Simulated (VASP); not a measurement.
# VSi (F-43m) in VASP: electric field gradients with PBE

Aim: the electric field gradients of VSi with PBE.

Everything below comes from runs of VASP 6.6.1. Logs are shortened: lines on timing, memory, paths and dates and some standing lists are left out, and cuts for length are marked.

## 1. The cell of the first run

It takes space group F-43m (No. 216, cubic). The conventional cell has a = 5.417 Å, b = 5.417 Å, c = 5.417 Å, α = 90.00°, β = 90.00°, γ = 90.00°. Around V (site symmetry -43m) lie 4 Si at 2.35 Å. Si (site symmetry -43m) has 4 V at 2.35 Å as nearest neighbours.

The cell comes from a database or a generator and needn't be the stable form of this composition.

## 2. Electric field gradients, PBE, collinear spin, typed start (volume scaled by 0.9405)

INCAR reads:

```
SYSTEM = VSi
ALGO = Fast ; EDIFF = 1E-8
ENCUT = 520 ; GGA = PE
ISIF = 2 ; ISMEAR = -1
ISPIN = 2 ; LASPH = .True.
LCHARG = .False. ; LEFG = .True.
LMAXMIX = 4 ; LORBIT = 11
LREAL = .False. ; LWAVE = .False.
MAGMOM = 1.5 0 ; NBANDS = 20
NELM = 150 ; PREC = Accurate
SIGMA = 0.05
```

KPOINTS reads:

```
k-points
0
Gamma
  11 11 11
  0 0 0
```

POSCAR reads:

```
VSi
1.0
    0.0000000000      2.7086114939      2.7086114939
    2.7086114939      0.0000000000      2.7086114939
    2.7086114939      2.7086114939      0.0000000000
V Si
1 1
Direct
    0.0000000000      0.0000000000      0.0000000000
    0.2500000000      0.2500000000      0.2500000000
```

Potentials or basis: VASP PAW PBE potentials, release 64 (V_sv, Si).

Command:

```sh
$ cat potpaw_PBE.64/V_sv/POTCAR potpaw_PBE.64/Si/POTCAR > POTCAR
$ mpirun -np 1 vasp_std > vasp.out
```

OUTCAR:

```text
SYSTEM = VSi
   EDIFF = 1E-8
   ENCUT = 520
   GGA = PE
   ISIF = 2
   ISMEAR = -1
   ISPIN = 2
   LASPH = .True.
   LORBIT = 11
   LREAL = .False.
   NELM = 150
   PREC = Accurate

 ion  position               nearest neighbor table
   1  0.000  0.000  0.000-   2 2.35   2 2.35   2 2.35   2 2.35
   2  0.250  0.250  0.250-   1 2.35   1 2.35   1 2.35   1 2.35

  LATTYP: Found a face centered cubic cell.
 ALAT       =     5.4172229878

  Lattice vectors:

 A1 = (   0.0000000000,   2.7086114939,   2.7086114939)
 A2 = (   2.7086114939,   0.0000000000,   2.7086114939)
 A3 = (   2.7086114939,   2.7086114939,   0.0000000000)

Analysis of symmetry for initial positions (statically):
=====================================================================
 Subroutine PRICEL returns:
 Original cell was already a primitive cell.

 Routine SETGRP: Setting up the symmetry group for a
 face centered cubic supercell.

 Subroutine GETGRP returns: Found 24 space group operations
 (whereof 24 operations were pure point group operations)
 out of a pool of 48 trial point group operations.

The static configuration has the point symmetry T_d .

Analysis of symmetry for dynamics (positions and initial velocities):
=====================================================================
 Subroutine PRICEL returns:
 Original cell was already a primitive cell.

 Routine SETGRP: Setting up the symmetry group for a
 face centered cubic supercell.

 Subroutine GETGRP returns: Found 24 space group operations
 (whereof 24 operations were pure point group operations)
 out of a pool of 48 trial point group operations.

The dynamic configuration has the point symmetry T_d .

Analysis of structural, dynamic, and magnetic symmetry:
=====================================================================
 Subroutine PRICEL returns:
 Original cell was already a primitive cell.

 Routine SETGRP: Setting up the symmetry group for a
 face centered cubic supercell.

 Subroutine GETGRP returns: Found 24 space group operations
 (whereof 24 operations were pure point group operations)
 out of a pool of 48 trial point group operations.

The overall configuration has the point symmetry T_d .

 Subroutine INISYM returns: Found 24 space group operations
 (whereof 24 operations are pure point group operations),
 and found     1 'primitive' translations

----------------------------------------------------------------------------------------

                                     Primitive cell

  volume of cell :      39.7439

  direct lattice vectors                    reciprocal lattice vectors
     0.000000000  2.708611494  2.708611494    -0.184596426  0.184596426  0.184596426
     2.708611494  0.000000000  2.708611494     0.184596426 -0.184596426  0.184596426
     2.708611494  2.708611494  0.000000000     0.184596426  0.184596426 -0.184596426

  length of vectors
     3.830555110  3.830555110  3.830555110     0.319730388  0.319730388  0.319730388

  position of ions in fractional coordinates (direct lattice)
     0.000000000  0.000000000  0.000000000
     0.250000000  0.250000000  0.250000000

  ion indices of the primitive-cell ions
   primitive index   ion index
                 1           1
                 2           2

----------------------------------------------------------------------------------------

 KPOINTS: k-points

Automatic generation of k-mesh.
 Grid dimensions read from file:
 generate k-points for:   11   11   11

 Generating k-lattice:

  Cartesian coordinates                     Fractional coordinates (reciprocal lattice)
    -0.016781493  0.016781493  0.016781493     0.090909091  0.000000000  0.000000000
     0.016781493 -0.016781493  0.016781493     0.000000000  0.090909091  0.000000000
     0.016781493  0.016781493 -0.016781493     0.000000000  0.000000000  0.090909091

  Length of vectors
     0.029066399  0.029066399  0.029066399

  Shift w.r.t. Gamma in fractional coordinates (k-lattice)
     0.000000000  0.000000000  0.000000000

 Subroutine IBZKPT returns following result:
 ===========================================

 Found     56 irreducible k-points:

 Following reciprocal coordinates:
            Coordinates               Weight
  0.000000  0.000000  0.000000      1.000000
  0.090909  0.000000  0.000000      8.000000
  0.181818  0.000000  0.000000      8.000000
  0.272727  0.000000  0.000000      8.000000
  0.363636  0.000000  0.000000      8.000000
  0.454545  0.000000  0.000000      8.000000
[... 16 lines left out ...]
 -0.272727  0.181818  0.000000     24.000000
 -0.181818  0.181818  0.000000     12.000000
 [... further k-points ...]
   k-points           NKPTS =     56   k-points in BZ     NKDIM =     56   number of bands    NBANDS=     20
   number of dos      NEDOS =    301   number of ions     NIONS =      2
   total plane-waves  NPLWV =  21952
   dimension x,y,z NGX =    28 NGY =   28 NGZ =   28
   dimension x,y,z NGXF=    56 NGYF=   56 NGZF=   56
   ions per type =               1   1
   NGX,Y,Z   is equivalent  to a cutoff of  12.15, 12.15, 12.15 a.u.
   NGXF,Y,Z  is equivalent  to a cutoff of  24.30, 24.30, 24.30 a.u.
 SYSTEM =  VSi
   PREC   = accura    normal or accurate (medium, high low for compatibility)
   ISTART =      0    job   : 0-new  1-cont  2-samecut
   ICHARG =      2    charge: 1-file 2-atom 10-const
   ISPIN  =      2    spin polarized calculation?
   LNONCOLLINEAR =      F non collinear calculations
   LSORBIT =      F    spin-orbit coupling
   LASPH  =      T    aspherical Exc in radial PAW
   ENCUT  =  520.0 eV  38.22 Ry    6.18 a.u.   7.12  7.12  7.12*2*pi/ulx,y,z
   NELM   =    150;   NELMIN=  2; NELMDL= -5     # of ELM steps
   EDIFF  = 0.1E-07   stopping-criterion for ELM
   LREAL  =      F    real-space projection
   EDIFFG = 0.1E-06   stopping-criterion for IOM
   NSW    =      0    number of steps for IOM
   IBRION =     -1    ionic relax: 0-MD 1-quasi-New 2-CG
   NFREE  =      0    steps in history (QN), initial steepest desc. (CG)
   ISIF   =      2    stress and relaxation
   ISYM   =      2    0-nonsym 1-usesym 2-fastsym
   POTIM  = 0.5000    time-step for ionic-motion
   TEBEG  =    0.0;   TEEND  =   0.0 temperature during run
   PSTRESS=    0.0 pullay stress
   NELECT =      17.0000    total number of electrons
   NUPDOWN=      -1.0000    fix difference up-down
   EMIN   =  10.00;   EMAX   =-10.00  energy-range for DOS
   EFERMI =   0.00;   METHOD = LEGACY
   ISMEAR =    -1;   SIGMA  =   0.05  broadening in eV -4-tet -1-fermi 0-gaus
   EFERMI_NEDOS =   21; number of points for ismear=-14 and -15
   IALGO  =     68    algorithm
   IMIX   =      4    mixing-type and parameters
     AMIX     =   0.40;   BMIX     =  1.00
     AMIX_MAG =   1.60;   BMIX_MAG =  1.00
  volume/ion in A,a.u.               =      19.87       134.10
  Fermi-wavevector in a.u.,A,eV,Ry     =   1.233487  2.330952 20.701116  1.521489
  Thomas-Fermi vector in A             =   2.368215
   LORBIT       =     11    0 simple, 1 ext, 2 COOP (PROOUT), +10 PAW based schemes
   GGA     = PE    functional components
   LHFCALC =     F    Hartree Fock is set to
   AEXX    =    0.0000 exact exchange contribution
   IVDW    =     0    specifies the selected vdW correction
   LEPSILON=     F    determine dielectric tensor
   LRPA    =     F    only Hartree local field effects (RPA)
 spin polarized calculation
 RMM-DIIS sequential band-by-band and
  energy-cutoff  :      520.00
  volume of cell :       39.74
 maximum number of plane-waves:      1081
   NGX = 15   NGY = 15   NGZ = 15

 number of electron      16.9999992 magnetization       0.3686606

 Free energy of the ion-electron system (eV)
  ---------------------------------------------------
  ext. energy  EPLUGINS =         0.00000000
  ---------------------------------------------------
  free energy    TOTEN  =       -12.36886235 eV

  energy without entropy =      -12.34870943  energy(sigma->0) =      -12.35878589

 E-fermi :   5.3055     XC(G=0): -10.0690

 val. band max:        5.2959097699   @ k =  -0.4545   0.2727   0.0909
 cond. band min:       5.3110056761   @ k =  -0.2727   0.2727   0.0909
 fundamental gap:      0.0150959062
 Fermi energy:         5.3054553988

 spin component 1

 k-point     1 :       0.0000    0.0000    0.0000
  band No.  band energies     occupation
      1     -58.9659      1.00000
      2     -32.8313      1.00000
      3     -32.8313      1.00000
      4     -32.8313      1.00000
      5      -3.5680      1.00000
      6       3.6224      1.00000
[... 12 lines left out ...]
     19      18.4716      0.00000
     20      19.0414      0.00000

 k-point     2 :       0.0909    0.0000    0.0000
  band No.  band energies     occupation
      1     -58.9658      1.00000
      2     -32.8332      1.00000
      3     -32.8316      1.00000
      4     -32.8316      1.00000
      5      -3.4590      1.00000
      6       3.5196      1.00000
[... 498 lines left out ...]
 k-point    24 :      -0.1818    0.1818    0.0000
  band No.  band energies     occupation
      1     -58.9649      1.00000
      2     -32.8444      1.00000
      3     -32.8369      1.00000
      4     -32.8333      1.00000
      5      -2.5055      1.00000
      6       2.8894      1.00000
[... 12 lines left out ...]
     19      19.3208      0.00000
     20      20.6422      0.00000

 [... further k-points ...]

 spin component 2

 k-point     1 :       0.0000    0.0000    0.0000
  band No.  band energies     occupation
      1     -58.6142      1.00000
      2     -32.4824      1.00000
      3     -32.4824      1.00000
      4     -32.4824      1.00000
      5      -3.5431      1.00000
      6       3.7700      1.00000
[... 12 lines left out ...]
     19      18.5618      0.00000
     20      19.0441      0.00000

 k-point     2 :       0.0909    0.0000    0.0000
  band No.  band energies     occupation
      1     -58.6141      1.00000
      2     -32.4843      1.00000
      3     -32.4827      1.00000
      4     -32.4827      1.00000
      5      -3.4347      1.00000
      6       3.6607      1.00000
[... 498 lines left out ...]
 k-point    24 :      -0.1818    0.1818    0.0000
  band No.  band energies     occupation
      1     -58.6132      1.00000
      2     -32.4958      1.00000
      3     -32.4881      1.00000
      4     -32.4844      1.00000
      5      -2.4871      1.00000
      6       2.9950      1.00000
[... 12 lines left out ...]
     19      19.3560      0.00000
     20      20.7083      0.00000

 [... further k-points ...]
[... 5 lines left out ...]
  --------------------------------------------------------------------------------------
  -------------------------------------------------------------------------------------
  Total        1.2584458      1.2584458      1.2584458     -0.0000000     -0.0000000     -0.0000000
  in kB       50.7311779     50.7311779     50.7311779     -0.0000000     -0.0000000     -0.0000000
  external PRESSURE =      50.7311779 kB  Pullay stress =       0.0000000 kB

 VOLUME and BASIS-vectors are now :
 -----------------------------------------------------------------------------
  energy-cutoff  :      520.00
  volume of cell :       39.74
      direct lattice vectors                 reciprocal lattice vectors
     0.000000000  2.708611494  2.708611494    -0.184596426  0.184596426  0.184596426
     2.708611494  0.000000000  2.708611494     0.184596426 -0.184596426  0.184596426
     2.708611494  2.708611494  0.000000000     0.184596426  0.184596426 -0.184596426

 POSITION                                       TOTAL-FORCE (eV/Angst)
 -----------------------------------------------------------------------------------
      0.00000      0.00000      0.00000         0.000000      0.000000      0.000000
      1.35431      1.35431      1.35431        -0.000000     -0.000000     -0.000000
 -----------------------------------------------------------------------------------
    total drift:                               -0.000000     -0.000000     -0.000000

  FREE ENERGIE OF THE ION-ELECTRON SYSTEM (eV)
  ---------------------------------------------------
  free  energy   TOTEN  =       -12.3688623526 eV

  energy  without entropy=      -12.3487094277  energy(sigma->0) =      -12.35878589

 Electric field gradients (V/A^2)
---------------------------------------------------------------------
 ion       V_xx      V_yy      V_zz      V_xy      V_xz      V_yz
---------------------------------------------------------------------
   1      -0.000    -0.000    -0.000     0.003     0.003     0.003
   2      -0.000    -0.000    -0.000    -0.000    -0.000    -0.000
---------------------------------------------------------------------

 Electric field gradients after diagonalization (V/A^2)
 (convention: |V_zz| > |V_xx| > |V_yy|)
----------------------------------------------------------------------
 ion       V_xx      V_yy      V_zz     asymmetry (V_yy - V_xx)/ V_zz
----------------------------------------------------------------------
   1      -0.003    -0.003     0.005       0.000
   2       0.000     0.000    -0.000       0.000
----------------------------------------------------------------------

           NMR quadrupolar parameters

 Cq : quadrupolar parameter    Cq=e*Q*V_zz/h
 eta: asymmetry parameters     (V_yy - V_xx)/ V_zz
 Q  : nuclear electric quadrupole moment in mb (millibarn)
----------------------------------------------------------------------
 ion       Cq(MHz)       eta       Q (mb)
----------------------------------------------------------------------
   1       0.000       0.000       1.000
   2      -0.000       0.000       1.000
----------------------------------------------------------------------

 total charge

# of ion       s       p       d       tot
------------------------------------------
    1        2.280   6.159   3.102  11.541
    2        0.831   0.979   0.000   1.810
--------------------------------------------------
tot          3.110   7.138   3.102  13.351

 magnetization (x)

# of ion       s       p       d       tot
------------------------------------------
    1        0.004  -0.001   0.349   0.352
    2       -0.005  -0.022   0.000  -0.026
--------------------------------------------------
tot         -0.001  -0.023   0.349   0.325
```

Run time: 1.9 min. Hardware: 1 thread of Intel Xeon Platinum 8259CL at 2.50GHz (Skylake/Cascade Lake), shared host; peak memory 0.21 GiB.

What came out:

- Free energy: -12.3689 eV
- Pressure: 5.1 GPa
- Band gap on the k mesh: none (metal or under the smearing width)
- Net moment: 0.37 μB per cell
- Site moments: V +0.35; Si -0.03 μB
- Valence electrons inside the program's atomic spheres: V 11.54; Si 1.81

Electric field gradients, principal values (V/Å²):
| atom | Vxx | Vyy | Vzz |
| --- | --- | --- | --- |
| 1 V | -0.003 | -0.003 | 0.005 |
| 2 Si | 0.000 | 0.000 | 0.000 |
